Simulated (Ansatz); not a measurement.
## Gd (P63/mmc): start Gd1↑ Gd2↓; anisotropy by the force theorem

Computed with DFT, PBE, PAW with Ansatz's default frozen-core files, scalar-relativistic (Ansatz 0.2.0).

Command: `ansatz run input.yaml --threads 2 --pin off --max-ram 6144MiB --backend cpu --events-out ev --progress --plain --runs-dir out`

```yaml
crystal:
  lattice:
    - [3.636, 0.0, 0.0]
    - [-1.818, 3.1488683682, 0.0]
    - [0.0, 0.0, 5.7826]
  atoms:
    - { symbol: Gd, position: [0.3333333333, 0.6666666667, 0.25], spin: 7.2 }
    - { symbol: Gd, position: [0.6666666667, 0.3333333333, 0.75], spin: -7.2 }
magnetization:
  spin_polarized: true
kpoints:
  mp_grid: { grid: [10, 10, 5] }
scf:
  occupations: { method: fermi_dirac, width: 0.05 }
  lower_state_search: "off"
hamiltonian:
  xc: pbe
  pseudopotentials: { kind: paw }
output:
  eigenvalues: false
  eigenstates:
    nscf_kmesh: { grid: [14, 14, 8] }
    top_band: c51
    magnetocrystalline_anisotropy:
      directions: [[0.0, 0.0, 1.0], [1.0, 0.0, 0.0], [0.8660254, 0.5, 0.0]]
```

Output:

```
settings of this run that can trade accuracy for cost: output.eigenvalues: false. Do not mix this run's numbers with those of runs without the same settings; the input reference describes each key
Engine: ansatz 0.2.0
Pseudopotentials: kind: paw
Pseudopotential: Gd, paw, valence charge 18, recommended cutoff 420 eV (normal), Gd.paw.azcp
Functional definition: PBE
  parameter kappa = 0.804
  parameter beta = 0.06672455060314922
  exchange = pbe_x(kappa = kappa, mu = beta*pi^2/3)
  correlation = pbe_c(beta = beta)
Crystal: 2 atoms, lattice volume = 66.207 Å³
Basis set: ecut = 420 eV, 1291 PW (Γ)
Bands: 31, of which v1, the nominal top of the filled ones, is band 18 counted from 1 (17 counted from 0)
Symmetry: 12 space group operations
Space group: P-6m2 (ITA 187), of the structure as read, at distance tolerance 4.0e-5 Å
Magnetic group: BNS 194.267 (UNI 1497), of the structure as read, at distance tolerance 4.0e-5 Å
k-points: 42 of 500 (time reversal used)
Non-local potential: Gd, projectors of the file, l = 0: 3, l = 1: 2, l = 2: 2, l = 3: 3
PAW form: soft (Blöchl's): semilocal exchange-correlation on the pseudo side does not see the compensation charge
PAW one-centre angular grid: Gd, 590 points (default); XC on 64 Gauss nodes
Initial density: superposition of atomic densities (chi_scale 0.1, normalization cell)
Starting moments: Σ|m| = 14.4 μB on 2 of 2 sites
Starting magnetic order: antiferromagnet; an inversion exchanges its spin sublattices: spin-degenerate at every k-point
Initial wavefunctions: pseudopotential atomic-orbital guess
Functional: x = pbe(κ = 0.804, μ = 0.2195149727645171), c = pbe(β = 0.06672455060314922)
SCF iter   1: F=—  HF=-18659.714674 eV  |F-HF|=—  |Δ(HF+E_count)|=         —  Δρ=2.58e-1 (↑2.58e-1 ↓2.58e-1)  dr2=2.46e0  dr2_m=3.98e1  M=0.000 μB ∫|m|=15.438 μB  β_m=1.00  ethr=3.10e-3  ⟨swp⟩=5.8  Hψ=10039  notcnv=0
preconditioner: auto → Kerker (q_TF=auto, 2.465 Å⁻¹)  [metal: Δε(μ)=0.041 eV  Ē_g=10.659 eV  σ=0.050 eV  W_gap=0.20  n_scr=22 (ndim 8)  ℏωp=25.8 eV  f_vac=0.000  D(μ)=2.79/eV (n_scr^D=22)]
[...]
iter 19 met the thresholds in force, and the SCF goes on: an eigenvalue changes by 1.44 meV, over its tolerance of 0.50 meV (output.eigenvalues, Limitations)
SCF iter  19: F=-18664.466854 eV  HF=-18664.466854 eV  |F-HF|=1.15e-8  |Δ(HF+E_count)|=   3.60e-7  Δρ=7.84e-6 (↑7.84e-6 ↓4.92e-6)  dr2=4.16e-8  dr2_m=1.47e-8  M=0.000 μB ∫|m|=14.856 μB  β_m=0.91  ethr=2.78e-10  ⟨swp⟩=6.6  Hψ=9562  notcnv=0
SCF iter  20: F=-18664.466854 eV  HF=-18664.466854 eV  |F-HF|=1.11e-8  |Δ(HF+E_count)|=   7.33e-8  Δρ=2.46e-6 (↑2.38e-6 ↓2.46e-6)  dr2=3.32e-9  dr2_m=2.82e-9  M=0.000 μB ∫|m|=14.856 μB  ethr=1.16e-10  ⟨swp⟩=1.3  Hψ=6762  notcnv=0
SCF 1 converged in 20 iterations: F = -18664.466854 eV  dr2 = 3.32e-9
  greatest PAW one-centre occupation: 1.000 electrons in one spin orbital (limit 2), on the Gd atom at site 1 (counted from 0), in its partial waves of l = 0
NSCF: frozen V_eff on 120 k-points
Magnetocrystalline anisotropy: 0 of 120 k-points coupled
Magnetocrystalline anisotropy: 64 of 120 k-points coupled
Magnetocrystalline anisotropy: 120 of 120 k-points coupled
SCF converged after 20 iterations
an eigenvalue changed by more than its tolerance at an iteration that met the thresholds in force, so the SCF went on 1 time: the last check found none over its tolerance
Magnetization: 0.0000 μB (18.0000 up, 18.0000 down)
Absolute magnetization: 14.8557 μB (∫|ρ↑−ρ↓|, with the PAW one-centre terms)
Spin contamination: 7.2535 ħ² per cell (⟨S²⟩ above its minimum at these occupations)
Per-site moments (μB) at R_I (Å): [(7.2456080149603785, 1.4738693513202028), (-7.245605132765677, 1.4738693513202028)]
Free energy (F): -18664.466854 eV
Harris-Foulkes:  -18664.466854 eV  (|F-HF|=1.11e-8)
Internal energy: -18664.439864 eV  (E = F + TS)
E sigma→0 (E₀):  -18664.453359 eV
Entropy (-TS):   -0.026990 eV (-13.495 meV/atom)
Fermi energy:    12.183335 eV
--- Per-component energies (eV) ---
  E_band       = -61.765351
  E_kinetic    = 803.694969
  E_local      = -4242.931928  (includes V_loc(G=0)·N_el)
  E_nonlocal   = 581.322423
  E_hartree    = 1754.724662
  E_xc         = -465.089988
  E_vxc        = -504.000831  (∫ρ·V_xc dr)
  E_paw        = -12900.030713  (= ΣΔE_a)
  E_vpaw       = -209.302331  (= ΣTr[D̂ρ^β])
  E_aug_tail   = 0.000000  (compensation charges beyond the density's cutoff)
  E_ewald      = -4196.129290
  E_smearing   = -0.026990  (= −TS)
  E_closure    = 0.000000  (closes the sum)
  Σ components = -18664.466854   (vs F -18664.466854, Δ=0.00e0)
--- Band table (eV; the first three rows and the last of 84) ---
  k-point 0 ↑: bands = ["-32.8894", "-29.7457", "-10.3908", "-10.0829", "-10.0829", "-7.9634", "-7.6711", "-7.6711", "7.5275", "7.5944", "7.6421", "7.6421", "7.6588", "7.6774", "7.6774", "7.6858", "10.2813", "12.6630", "12.7056", "12.7913", "12.7913", "12.8728", "12.8728", "13.0121", "13.8410", "13.8635", "13.8635", "14.3918", "15.1108", "15.1108", "15.3011"]
  k-point 1 ↑: bands = ["-32.8893", "-29.7460", "-10.3716", "-10.0825", "-10.0825", "-7.9946", "-7.6717", "-7.6717", "7.5402", "7.6430", "7.6430", "7.6563", "7.6774", "7.6774", "7.6858", "7.8605", "10.1776", "12.5988", "12.6882", "12.7970", "12.7970", "12.8966", "12.8966", "13.0121", "13.5402", "13.7397", "13.7397", "14.1761", "14.7564", "14.7564", "15.8421"]
  k-point 2 ↑: bands = ["-32.8891", "-29.7464", "-10.3397", "-10.0819", "-10.0819", "-8.0458", "-7.6727", "-7.6727", "7.5430", "7.6446", "7.6446", "7.6525", "7.6773", "7.6773", "7.6858", "8.5576", "9.6974", "12.4340", "12.6726", "12.8149", "12.8149", "12.9249", "12.9249", "13.0121", "13.3547", "13.6213", "13.6213", "13.7351", "14.4065", "14.4065", "16.6552"]
  k-point 41 ↓: bands = ["-32.8478", "-29.6943", "-10.4815", "-10.3823", "-10.2707", "-8.1239", "-8.0162", "-7.9160", "7.5699", "7.6332", "7.6432", "7.6453", "7.6583", "7.6601", "7.7062", "11.4357", "11.4744", "11.9616", "12.1551", "12.4374", "12.8010", "12.8377", "12.8728", "12.9480", "12.9668", "13.0632", "13.1393", "13.5707", "14.9910", "15.7208", "17.0647"]
settings of this run that can trade accuracy for cost: output.eigenvalues: false. Do not mix this run's numbers with those of runs without the same settings; the input reference describes each key
```

magnetocrystalline_anisotropy.tsv:

```
# direction_x	direction_y	direction_z	energy_mev	energy_tetrahedra_mev	beyond_first_order_mev	atom_0_mev	atom_1_mev	spread_mev	spread_tetrahedra_mev	orbital_0_along_direction_mub	orbital_1_along_direction_mub
# format = ansatz-magnetocrystalline-anisotropy/3
# nscf_kmesh_grid = 14 14 8
# nscf_kmesh_shift = 0 0 0
# n_bands = 69
# occupation_method = fermi_dirac
# smearing_width_ev = 0.05
# xc_rung = gga
# a1_ang = 3.636 0 0
# a2_ang = -1.818 3.1489 0
# a3_ang = 0 0 5.7826
# atom = 0 Gd 0.33333 0.66667 0.25
# atom = 1 Gd 0.66667 0.33333 0.75
# kernel_functional = own
# kernel_scale = 1.0164
# goldstone_residual = 0.014569
# bands_end_over_fermi_ev = 34.004
# easy_direction_run = 1
# easy_direction_tetrahedra = 2
0	0	1	0	0	0.20689	0	0	0	0	0.064265	-0.064267
1	0	0	-3.6826	-4.081	0.19403	-1.7862	-1.7863	0.74113	2.4374	0.11418	-0.11418
0.86603	0.5	0	-3.6778	-4.0842	0.19422	-1.7791	-1.7791	0.7575	2.4675	0.11403	-0.11403
```

The log's space group differs from the title's, since the program also counts the typed moments and uses a tighter tolerance.

Site moments (μB): Gd1 7.25, Gd2 -7.25. Cell moment 0.00 μB.

The magnetic group in the log treats spin as a scalar label, without spin–orbit coupling.

Without U a semilocal functional puts the f levels too near the Fermi level, which can change moments and the order of magnetic states; site and cell moments are spin moments. The Ansatz runs typed with the search for lower states off end where their start leads. With open f shells a run can end in a state that isn't the lowest. These are results for the start and cell typed. The real compound can order otherwise, in a larger cell, or not at all, since semilocal functionals at zero temperature often overstate magnetism.

It took 2.3 min on 2 threads of Arm Neoverse V1, with other jobs on the host, peak memory 0.73 GiB.
